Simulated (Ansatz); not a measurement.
# InSb3: relaxation and properties, part 2 of 2

This session takes InSb3 and sets out to find the equilibrium cell, see whether it has a gap, which orbitals make up the states near it and how charge is shared and measure the bulk modulus from energies at several volumes.

Ansatz 0.2.0; DFT PBE, scalar-relativistic, plane waves, PAW.

## 4. Static run: bands, density of states and charges

File input.yaml:

```yaml
crystal:
  lattice:
    - [0.0, 3.7901141165, 3.7901141165]
    - [3.7901141165, 0.0, 3.7901141165]
    - [3.7901141165, 3.7901141165, 0.0]
  atoms:
    - { symbol: In, position: [0.0, 0.0, 0.0] }
    - { symbol: Sb, position: [0.25, 0.25, 0.25] }
    - { symbol: Sb, position: [0.75, 0.75, 0.75] }
    - { symbol: Sb, position: [0.5, 0.5, 0.5] }
basis:
  ecutwfc: 420
kpoints:
  mp_grid: { grid: [10, 10, 10] }
  band_path:
    path:
      - [[0.0, 0.0, 0.0], [0.5, 0.0, 0.5], [0.625, 0.25, 0.625]]
      - [[0.375, 0.375, 0.75], [0.0, 0.0, 0.0], [0.5, 0.5, 0.5], [0.5, 0.25, 0.75], [0.5, 0.0, 0.5]]
    npoints: 14
hamiltonian:
  xc: pbe
scf:
  occupations: { method: gaussian, width: 0.1 }
  n_extra_bands: 10
output:
  forces: true
  stress: true
  eigenvalues: true
  populations: true
  dos: { projected: true, de: 0.02, nscf_kmesh: { grid: [15, 15, 15] } }
  bader: true
  write_density: true
  write_potential: true
  elf: true
  volumetric_format: npy
```

Run with:

```bash
> ansatz run input.yaml --threads 1 --pin off --max-ram 2560MiB --backend cpu --events-out ev --progress --plain --runs-dir out
```

Standard output:

```text
Warning: RAYON_NUM_THREADS=1 ignored (pool sized by the plan → 1); use --threads N
scf.n_extra_bands = 10 over 29 filled bands (N_el = 58.0): the run solves 39 bands
Engine: ansatz 0.2.0, x86_64-unknown-linux-gnu
Pseudopotentials: kind: paw
Pseudopotential: In, paw, valence charge 13, recommended cutoff 420 eV (normal), In.paw.azcp
Pseudopotential: Sb, paw, valence charge 15, recommended cutoff 420 eV (normal), Sb.paw.azcp
Functional definition: PBE
  parameter kappa = 0.804
  parameter beta = 0.06672455060314922
  exchange = pbe_x(kappa = kappa, mu = beta*pi^2/3)
  correlation = pbe_c(beta = beta)
Crystal: 4 atoms, lattice volume = 108.890 Å³
Basis set: ecut = 420 eV, 2109 PW (Γ), exchange–correlation on 72×72×72 points (8 copies of the dense FFT grid, shifted against one another)
Bands: 39, of which v1, the nominal top of the filled ones, is band 29 counted from 1 (28 counted from 0)
Symmetry: 48 space group operations
Space group: Fm-3m (ITA 225), of the structure as read, at distance tolerance 4.8e-5 Å
k-points: 47 of 1000
Non-local potential: In, projectors of the file, l = 0: 2, l = 1: 2, l = 2: 2, l = 3: 2
Non-local potential: Sb, projectors of the file, l = 0: 2, l = 1: 2, l = 2: 2, l = 3: 2
PAW form: soft (Blöchl's): semilocal exchange-correlation on the pseudo side does not see the compensation charge
PAW one-centre angular grid: In, 590 points (default); XC on 64 Gauss nodes
PAW one-centre angular grid: Sb, 590 points (default); XC on 64 Gauss nodes
Initial density: superposition of atomic densities (neutral atoms: chi_scale 0, normalization atom), corrected by the library's trained network
Initial wavefunctions: pseudopotential atomic-orbital guess
Functional: x = pbe(κ = 0.804, μ = 0.2195149727645171), c = pbe(β = 0.06672455060314922)
SCF iter   1: F=—  HF=-25050.634089 eV  |F-HF|=—  |Δ(HF+E_count)|=         —  Δρ=1.10e-3  dr2=9.40e-4  ethr=1.77e-3  ⟨swp⟩=9.9  Hψ=9156  notcnv=0  defer=39
preconditioner: auto → Kerker (q_TF=auto, 2.456 Å⁻¹)  [metal: Δε(μ)=0.087 eV  Ē_g=12.612 eV  σ=0.100 eV  W_gap=0.46  n_scr=26 (ndim 8)  ℏωp=18.8 eV  f_vac=0.000  D(μ)=2.03/eV (n_scr^D=14)]
SCF iter   2: F=—  HF=-25050.631607 eV  |F-HF|=—  |Δ(HF+E_count)|=   2.48e-3  Δρ=6.35e-4  dr2=3.98e-4  ethr=1.62e-6  ⟨swp⟩=2.3  Hψ=3579  notcnv=0  defer=43
SCF iter   3: F=—  HF=-25050.631604 eV  |F-HF|=—  |Δ(HF+E_count)|=   2.79e-6  Δρ=3.61e-4  dr2=1.30e-4  ethr=6.86e-7  ⟨swp⟩=2.0  Hψ=3098  notcnv=0  defer=43
SCF iter   4: F=—  HF=-25050.631637 eV  |F-HF|=—  |Δ(HF+E_count)|=   3.28e-5  Δρ=9.19e-5  dr2=6.15e-6  ethr=2.24e-7  ⟨swp⟩=2.9  Hψ=3013  notcnv=0  defer=43
SCF iter   5: F=—  HF=-25050.631629 eV  |F-HF|=—  |Δ(HF+E_count)|=   7.79e-6  Δρ=2.94e-5  dr2=6.05e-7  ethr=1.06e-8  ⟨swp⟩=2.0  Hψ=2888  notcnv=0  defer=43
SCF iter   6: F=-25050.631629 eV  HF=-25050.631629 eV  |F-HF|=6.51e-10  |Δ(HF+E_count)|=   1.82e-7  Δρ=3.87e-6  dr2=1.57e-8  ethr=1.72e-10  ⟨swp⟩=15.2  Hψ=13943  notcnv=0
SCF 1 converged in 6 iterations: F = -25050.631629 eV  dr2 = 1.57e-8
NSCF: frozen V_eff on 86 k-points
NSCF: frozen V_eff on 120 k-points
SCF converged after 6 iterations
Free energy (F): -25050.631629 eV
Harris-Foulkes:  -25050.631629 eV  (|F-HF|=6.51e-10)
Internal energy: -25050.621624 eV  (E = F + TS)
E sigma→0 (E₀):  -25050.626626 eV
Entropy (-TS):   -0.010004 eV (-2.501 meV/atom)
Fermi energy:    11.002300 eV
--- Per-component energies (eV) ---
  E_band       = -473.016829
  E_kinetic    = 860.154490
  E_local      = -5442.694667  (includes V_loc(G=0)·N_el)
  E_nonlocal   = 1450.861830
  E_hartree    = 2412.629070
  E_xc         = -631.041315
  E_vxc        = -388.298160  (∫ρ·V_xc dr)
  E_paw        = -17876.019775  (= ΣΔE_a)
  E_vpaw       = -1778.294521  (= ΣTr[D̂ρ^β])
  E_aug_tail   = 0.000021  (compensation charges beyond the density's cutoff)
  E_ewald      = -5824.511277
  E_smearing   = -0.010004  (= −TS)
  E_closure    = 0.000000  (closes the sum)
  Σ components = -25050.631629   (vs F -25050.631629, Δ=0.00e0)
--- Forces (eV/Å), atoms counted from 1 ---
  atom   1  In    -0.00000000     0.00000000     0.00000000
  atom   2  Sb    -0.00000000    -0.00000000     0.00000000
  atom   3  Sb     0.00000000    -0.00000000     0.00000000
  atom   4  Sb     0.00000000    -0.00000000     0.00000000
  max |Σ_I F_I| component: 1.16e-17 eV/Å
--- Stress (GPa, compression-positive) ---
        0.045021       0.000000       0.000000
        0.000000       0.045021       0.000000
        0.000000       0.000000       0.045021
  P = ⅓ Tr σ = 0.0450 GPa (0.450 kbar)
--- Band table (eV; the first three rows and the last of 47) ---
  k-point 0: bands = ["-18.3037", "-18.3037", "-18.3037", "-18.2988", "-18.2988", "-18.1794", "-18.1794", "-18.1788", "-18.1788", "-18.1788", "-18.1583", "-18.1583", "-18.1583", "-18.1546", "-18.1546", "-3.4983", "-3.4983", "-3.4983", "-3.4668", "-3.4668", "-1.2451", "3.2150", "4.2912", "8.5297", "8.5297", "8.5297", "8.6444", "8.6444", "8.6444", "8.7104", "10.3252", "10.3252", "10.3252", "14.5016", "14.5016", "17.7559", "17.7559", "17.7559", "22.8315"]
  k-point 1: bands = ["-18.3041", "-18.3041", "-18.3035", "-18.2985", "-18.2985", "-18.1794", "-18.1794", "-18.1779", "-18.1779", "-18.1777", "-18.1596", "-18.1586", "-18.1586", "-18.1551", "-18.1551", "-3.4997", "-3.4977", "-3.4977", "-3.4670", "-3.4670", "-1.1708", "3.1260", "4.1373", "7.8412", "8.1774", "8.1774", "8.3440", "8.9769", "8.9769", "9.6283", "10.3274", "10.3274", "11.0998", "14.8062", "14.8062", "17.0626", "17.5898", "17.5898", "21.8228"]
  k-point 2: bands = ["-18.3050", "-18.3050", "-18.3029", "-18.2977", "-18.2977", "-18.1784", "-18.1784", "-18.1763", "-18.1763", "-18.1749", "-18.1630", "-18.1597", "-18.1597", "-18.1563", "-18.1563", "-3.5034", "-3.4962", "-3.4962", "-3.4675", "-3.4675", "-0.9495", "2.8173", "3.7823", "7.1853", "7.8719", "7.8719", "8.2966", "9.0289", "9.0289", "10.6342", "10.6342", "10.9154", "12.4994", "15.5962", "15.5962", "15.6752", "17.0248", "17.0248", "21.1794"]
  k-point 46: bands = ["-18.3093", "-18.3054", "-18.3015", "-18.2955", "-18.2941", "-18.1793", "-18.1764", "-18.1761", "-18.1745", "-18.1700", "-18.1663", "-18.1634", "-18.1612", "-18.1596", "-18.1545", "-3.5110", "-3.4995", "-3.4858", "-3.4765", "-3.4669", "1.3046", "1.3370", "1.7152", "4.3806", "7.3730", "7.9973", "8.7185", "9.5276", "12.1251", "12.4343", "13.0033", "13.0076", "14.3108", "15.0521", "15.2671", "15.2911", "18.3610", "19.0037", "19.0955"]
--- Löwdin populations: 4 sites ---
  site symbol       q [e]
     0     In     13.2874
     1     Sb     14.8592
     2     Sb     14.8592
     3     Sb     14.8234
  spilling = 0.002946 (of n_electrons = 58.000000)
--- Bader charges: 4 sites ---
  site symbol  charge [e]  shift [e]
     0     In      0.2765     0.0000
     1     Sb     -0.1436     0.0000
     2     Sb     -0.1436     0.0000
     3     Sb      0.0107     0.0000
  estimated error of the sums over rays = 3.8e-4 e
```

It took 33 s on 1 thread of Intel Xeon 6975P-C (Granite Rapids), shared host; peak memory 0.6 GiB.

By site:

```tsv
atom	Löwdin electrons	Bader charge (e)	Bader volume (Å³)
In1	13.29	+0.28	23.8
Sb2	14.86	-0.14	28.8
Sb3	14.86	-0.14	28.8
Sb4	14.82	+0.01	27.6
```

The Löwdin counts miss 0.17 of the 58 electrons, which the atomic orbitals do not span, so they are no charges.

bands.tsv at the labelled points (eV, zero at the Fermi level; the bands nearest the Fermi level):

```tsv
point	band 26	band 27	band 28	band 29	band 30	band 31	band 32	band 33
Γ	-2.47	-2.36	-2.36	-2.36	-2.29	-0.68	-0.68	-0.68
X	-5.06	0.38	0.91	0.91	1.27	1.73	1.84	1.84
U	-2.86	-1.52	-0.69	0.02	0.97	1.28	2.56	3.05
K	-2.86	-1.52	-0.69	0.02	0.97	1.28	2.56	3.05
Γ	-2.47	-2.36	-2.36	-2.36	-2.29	-0.68	-0.68	-0.68
L	-3.41	-2.60	-2.60	-0.23	-0.06	1.95	1.95	3.08
W	-2.98	-2.48	-2.04	1.18	1.37	2.03	2.03	3.42
X	-5.06	0.38	0.91	0.91	1.27	1.73	1.84	1.84
```

States per cell in windows of 1 eV, from dos.tsv and pdos.tsv (zero at the Fermi level):

```csv
from,to,total,In 5s,In 5p,Sb 5s,Sb 5p
-8,-7,0.71,0.02,0.00,0.62,0.06
-7,-6,0.53,0.20,0.01,0.06,0.25
-6,-5,0.98,0.39,0.05,0.12,0.42
-5,-4,1.38,0.18,0.17,0.10,0.91
-4,-3,2.47,0.15,0.26,0.19,1.85
-3,-2,2.01,0.20,0.17,0.21,1.40
-2,-1,2.16,0.14,0.20,0.17,1.60
-1,0,2.48,0.14,0.35,0.13,1.78
0,1,2.61,0.13,0.36,0.11,1.91
1,2,2.50,0.13,0.31,0.08,1.86
2,3,2.46,0.10,0.20,0.05,1.98
3,4,1.53,0.04,0.52,0.07,0.65
4,5,3.57,0.01,1.53,0.11,1.15
5,6,2.09,0.01,0.70,0.04,0.67
```

A further 45 or so states lie below the table's range.

The maps below are laid out on this run's own conventional cell (a, b, c = 7.580, 7.580, 7.580 Å).

Density in a lattice plane of the grid's cell (edges 7.58 and 7.58 Å, at 0.000 of the third edge), which holds In and Sb.

Ten even steps from ' ' (0.08 e/Å³) to '@' (21.12 e/Å³):
```
--::                  ::==::                  ::
                                                
                                                
                                                
                                                
                                                
                                                
                                                
==::                  ::--::                  ::
@@**..              ..==**==..              ..**
==::                  ::--::                  ::
                                                
                                                
                                                
                                                
                                                
                                                
                                                
--::                  ::==::                  ::
**==..              ..**@@**..              ..==
```
Columns run along the first of these edges and rows up along the second, over one cell in 24 and 20 even steps from the bottom left corner. Atoms in the plane (fractional): In at (0.00, 0.00), In at (0.50, 0.50), Sb at (0.00, 0.50), Sb at (0.50, 0.00).

ELF in the same plane.

Ten even steps from ' ' (0.00) to '@' (0.44):
```
  ..++++++----++@@%%**..  ..**%%@@++----++++++..
++****++++----==%%@@%%##**##%%@@%%==----++++****
++++++++==------++%%@@@@@@@@@@%%++------==++++++
========--------====++******++====--------======
::----------------------::----------------------
****++====--------==============--------====++**
@@@@@@%%++------==++++++++++++++==------++%%@@@@
**##%%@@%%==----++++****++****++++----==%%@@%%##
  ..**%%@@++----++++++..  ..++++++----++@@%%**..
    ==%%@@++::--++**--      --**++--::++@@%%==  
  ..**%%@@++----++++++..  ..++++++----++@@%%**..
**##%%@@%%==----++++****++****++++----==%%@@%%##
@@@@@@%%++------==++++++++++++++==------++%%@@@@
****++====--------==============--------====++**
::----------------------::----------------------
========--------====++******++====--------======
++++++++==------++%%@@@@@@@@@@%%++------==++++++
++****++++----==%%@@%%##**##%%@@%%==----++++****
  ..++++++----++@@%%**..  ..**%%@@++----++++++..
    --**++--::++@@%%==      ==%%@@++::--++**--  
```
Columns run along the first of these edges and rows up along the second, over one cell in 24 and 20 even steps from the bottom left corner. Atoms in the plane (fractional): In at (0.00, 0.00), In at (0.50, 0.50), Sb at (0.00, 0.50), Sb at (0.50, 0.00).

Both are smooth fields of the valence electrons: close to the nuclei they are not physical.

Maxima of ELF outside the ion cores: 0.50 on the Sb–In line, 1.3 Å from Sb; 0.48 on the Sb–Sb line, 1.3 Å from Sb.

## 5. The cell scaled to 0.97 of its volume

File input.yaml:

```yaml
crystal:
  lattice:
    - [0.0, 3.7518275179, 3.7518275179]
    - [3.7518275179, 0.0, 3.7518275179]
    - [3.7518275179, 3.7518275179, 0.0]
  atoms:
    - { symbol: In, position: [0.0, 0.0, 0.0] }
    - { symbol: Sb, position: [0.25, 0.25, 0.25] }
    - { symbol: Sb, position: [0.75, 0.75, 0.75] }
    - { symbol: Sb, position: [0.5, 0.5, 0.5] }
basis:
  ecutwfc: 420
kpoints:
  mp_grid: { grid: [10, 10, 10] }
hamiltonian:
  xc: pbe
scf:
  occupations: { method: gaussian, width: 0.1 }
output:
  forces: true
  stress: true
  eigenvalues: true
```

Run with:

```bash
> ansatz run input.yaml --threads 1 --pin off --max-ram 2560MiB --backend cpu --events-out ev --progress --plain --runs-dir out
```

Standard output, shortened:

```text
Warning: RAYON_NUM_THREADS=1 ignored (pool sized by the plan → 1); use --threads N
[...]
[... 4 set-up lines as earlier in the session ...]
[...]
Crystal: 4 atoms, lattice volume = 105.623 Å³
[...]
--- Forces (eV/Å), atoms counted from 1 ---
  atom   1  In    -0.00000000     0.00000000    -0.00000000
  atom   2  Sb    -0.00000000    -0.00000000     0.00000000
  atom   3  Sb    -0.00000000    -0.00000000    -0.00000000
  atom   4  Sb     0.00000000    -0.00000000     0.00000000
[...]
--- Stress (GPa, compression-positive) ---
        1.785393       0.000000       0.000000
        0.000000       1.785393      -0.000000
       -0.000000       0.000000       1.785393
  P = ⅓ Tr σ = 1.7854 GPa (17.854 kbar)
--- Band table (eV; the first three rows and the last of 47) ---
[...]
```

Run time: 4.5 s. Hardware: 1 thread of Intel Xeon 6975P-C (Granite Rapids), shared host; peak memory 0.48 GiB.

## 6. Volume × 1.03

Edit input.yaml of step 5 so:

```diff
@@ -2,5 +2,5 @@
   lattice:
-    - [0.0, 3.7518275179, 3.7518275179]
-    - [3.7518275179, 0.0, 3.7518275179]
-    - [3.7518275179, 3.7518275179, 0.0]
+    - [0.0, 3.8276424395, 3.8276424395]
+    - [3.8276424395, 0.0, 3.8276424395]
+    - [3.8276424395, 3.8276424395, 0.0]
   atoms:
```

Run with:

```bash
> ansatz run input.yaml --threads 1 --pin off --max-ram 2560MiB --backend cpu --events-out ev --progress --plain --runs-dir out
```

Standard output, shortened:

```text
Warning: RAYON_NUM_THREADS=1 ignored (pool sized by the plan → 1); use --threads N
[...]
[... 4 set-up lines as earlier in the session ...]
[...]
Crystal: 4 atoms, lattice volume = 112.156 Å³
[...]
--- Forces (eV/Å), atoms counted from 1 ---
  atom   1  In    -0.00000000     0.00000000    -0.00000000
  atom   2  Sb    -0.00000000     0.00000000    -0.00000000
  atom   3  Sb    -0.00000000    -0.00000000    -0.00000000
  atom   4  Sb     0.00000000    -0.00000000    -0.00000000
[...]
--- Stress (GPa, compression-positive) ---
       -1.401043       0.000000       0.000000
        0.000000      -1.401043      -0.000000
        0.000000       0.000000      -1.401043
  P = ⅓ Tr σ = -1.4010 GPa (-14.010 kbar)
--- Band table (eV; the first three rows and the last of 47) ---
[...]
```

Wall time 4.3 s (1 thread of Intel Xeon 6975P-C (Granite Rapids), shared host); peak memory 0.51 GiB.

## 7. Point at V/V0 = 0.94

Edit input.yaml of step 6 so:

```diff
@@ -2,5 +2,5 @@
   lattice:
-    - [0.0, 3.8276424395, 3.8276424395]
-    - [3.8276424395, 0.0, 3.8276424395]
-    - [3.8276424395, 3.8276424395, 0.0]
+    - [0.0, 3.712743139, 3.712743139]
+    - [3.712743139, 0.0, 3.712743139]
+    - [3.712743139, 3.712743139, 0.0]
   atoms:
@@ -22 +22,5 @@
   eigenvalues: true
+  write_density: true
+  write_potential: true
+  elf: true
+  volumetric_format: npy
```

Run with:

```bash
> ansatz run input.yaml --threads 1 --pin off --max-ram 2560MiB --backend cpu --events-out ev --progress --plain --runs-dir out
```

Standard output, shortened:

```text
Warning: RAYON_NUM_THREADS=1 ignored (pool sized by the plan → 1); use --threads N
[...]
[... 4 set-up lines as earlier in the session ...]
[...]
Crystal: 4 atoms, lattice volume = 102.356 Å³
[...]
--- Forces (eV/Å), atoms counted from 1 ---
  atom   1  In    -0.00000000     0.00000000     0.00000000
  atom   2  Sb    -0.00000000    -0.00000000    -0.00000000
  atom   3  Sb     0.00000000     0.00000000    -0.00000000
  atom   4  Sb     0.00000000     0.00000000    -0.00000000
[...]
--- Stress (GPa, compression-positive) ---
        3.852085       0.000000      -0.000000
        0.000000       3.852085       0.000000
        0.000000      -0.000000       3.852085
  P = ⅓ Tr σ = 3.8521 GPa (38.521 kbar)
--- Band table (eV; the first three rows and the last of 47) ---
[...]
```

Wall time 5.5 s (1 thread of Intel Xeon 6975P-C (Granite Rapids), shared host); peak memory 0.49 GiB.

The maps below are laid out on this run's own conventional cell (a, b, c = 7.425, 7.425, 7.425 Å).

Density in a lattice plane of the grid's cell (edges 7.43 and 7.43 Å, at 0.000 of the third edge), which holds In and Sb.

Ten even steps from '0' (0.09 e/Å³) to '9' (21.20 e/Å³):
```
320000000002420000000002
000000000000000000000000
000000000000000000000000
000000000000000000000000
000000000000000000000000
000000000000000000000000
000000000000000000000000
000000000000000000000000
420000000002320000000002
961000000014641000000016
420000000002320000000002
000000000000000000000000
000000000000000000000000
000000000000000000000000
000000000000000000000000
000000000000000000000000
000000000000000000000000
000000000000000000000000
320000000002420000000002
641000000016961000000014
```
Columns run along the first of these edges and rows up along the second, over one cell in 24 and 20 even steps from the bottom left corner. Atoms in the plane (fractional): In at (0.00, 0.00), In at (0.50, 0.50), Sb at (0.00, 0.50), Sb at (0.50, 0.00).

ELF in the same plane.

Values, 12 rows by 12 columns:
```
0.16 0.28 0.23 0.15 0.40 0.35 0.16 0.35 0.40 0.15 0.23 0.28
0.22 0.23 0.20 0.16 0.23 0.40 0.40 0.40 0.23 0.16 0.20 0.23
0.14 0.15 0.16 0.16 0.16 0.15 0.14 0.15 0.16 0.16 0.16 0.15
0.40 0.40 0.23 0.16 0.20 0.23 0.22 0.23 0.20 0.16 0.23 0.40
0.16 0.35 0.40 0.15 0.23 0.28 0.16 0.28 0.23 0.15 0.40 0.35
0.00 0.16 0.40 0.14 0.22 0.16 0.00 0.16 0.22 0.14 0.40 0.16
0.16 0.35 0.40 0.15 0.23 0.28 0.16 0.28 0.23 0.15 0.40 0.35
0.40 0.40 0.23 0.16 0.20 0.23 0.22 0.23 0.20 0.16 0.23 0.40
0.14 0.15 0.16 0.16 0.16 0.15 0.14 0.15 0.16 0.16 0.16 0.15
0.22 0.23 0.20 0.16 0.23 0.40 0.40 0.40 0.23 0.16 0.20 0.23
0.16 0.28 0.23 0.15 0.40 0.35 0.16 0.35 0.40 0.15 0.23 0.28
0.00 0.16 0.22 0.14 0.40 0.16 0.00 0.16 0.40 0.14 0.22 0.16
```
Columns run along the first of these edges and rows up along the second, over one cell in 12 and 12 even steps from the bottom left corner. Atoms in the plane (fractional): In at (0.00, 0.00), In at (0.50, 0.50), Sb at (0.00, 0.50), Sb at (0.50, 0.00).

Both are smooth fields of the valence electrons: close to the nuclei they are not physical.

Maxima of ELF outside the ion cores: 0.49 on the Sb–In line, 1.3 Å from Sb; 0.48 on the Sb–Sb line, 1.3 Å from Sb.

## 8. Point at V/V0 = 1.06

Edit input.yaml of step 7 so:

```diff
@@ -2,5 +2,5 @@
   lattice:
-    - [0.0, 3.712743139, 3.712743139]
-    - [3.712743139, 0.0, 3.712743139]
-    - [3.712743139, 3.712743139, 0.0]
+    - [0.0, 3.8644489516, 3.8644489516]
+    - [3.8644489516, 0.0, 3.8644489516]
+    - [3.8644489516, 3.8644489516, 0.0]
   atoms:
@@ -22,5 +22 @@
   eigenvalues: true
-  write_density: true
-  write_potential: true
-  elf: true
-  volumetric_format: npy
```

Run with:

```bash
> ansatz run input.yaml --threads 1 --pin off --max-ram 2560MiB --backend cpu --events-out ev --progress --plain --runs-dir out
```

Standard output, shortened:

```text
Warning: RAYON_NUM_THREADS=1 ignored (pool sized by the plan → 1); use --threads N
[...]
[... 4 set-up lines as earlier in the session ...]
[...]
Crystal: 4 atoms, lattice volume = 115.423 Å³
[...]
--- Forces (eV/Å), atoms counted from 1 ---
  atom   1  In    -0.00000000    -0.00000000    -0.00000000
  atom   2  Sb     0.00000000     0.00000000    -0.00000000
  atom   3  Sb     0.00000000     0.00000000    -0.00000000
  atom   4  Sb     0.00000000    -0.00000000    -0.00000000
[...]
--- Stress (GPa, compression-positive) ---
       -2.603037      -0.000000       0.000000
       -0.000000      -2.603037       0.000000
        0.000000       0.000000      -2.603037
  P = ⅓ Tr σ = -2.6030 GPa (-26.030 kbar)
--- Band table (eV; the first three rows and the last of 47) ---
[...]
```

Wall time 4.4 s (1 thread of Intel Xeon 6975P-C (Granite Rapids), shared host); peak memory 0.52 GiB.

## 9. Equation of state

```tsv
volume (Å³/atom)	energy above the lowest point (meV/atom)	pressure (GPa)	gap on the mesh (eV)
25.589	18.5	3.85	0.00
26.406	4.4	1.79	0.00
27.222	0.0	0.05	0.00
28.039	3.8	-1.40	0.00
28.856	14.1	-2.60	0.00
```

## 10. What came out

What follows sums up all 2 parts. Changes of volume or cell count from the first structure of part 1.

| quantity | value |
| --- | --- |
| relaxed cell (conventional) | a = 7.580 Å, b = 7.580 Å, c = 7.580 Å, α = 90.00°, β = 90.00°, γ = 90.00° |
| space group (0.01 Å) | Fm-3m (No. 225) |
| volume | 27.22 Å³/atom |
| formation energy (elements from runs with the same settings, not shown) | +0.17 eV/atom |
| gap | none (metal) |
| states at the Fermi level | 2.63 per eV per cell |
| Bader charges | In +0.28, Sb -0.14 to +0.01 e |
| equilibrium volume of the fit | 27.23 Å³/atom |
| bulk modulus | 53 GPa |
| its pressure derivative | 5.4 |

What this shows: The volume hardly moved (-0.4 %). It comes out metallic. Of the projected weight within 0.25 eV of the Fermi level, the largest part is Sb 5p (74 %). Charge transfer between the atoms is small (Bader charges up to 0.3 e). The fit puts the minimum at 27.23 Å³/atom with B = 53 GPa and B' = 5.4. These runs have no spin-orbit coupling; with Sb it would split and shift bands.
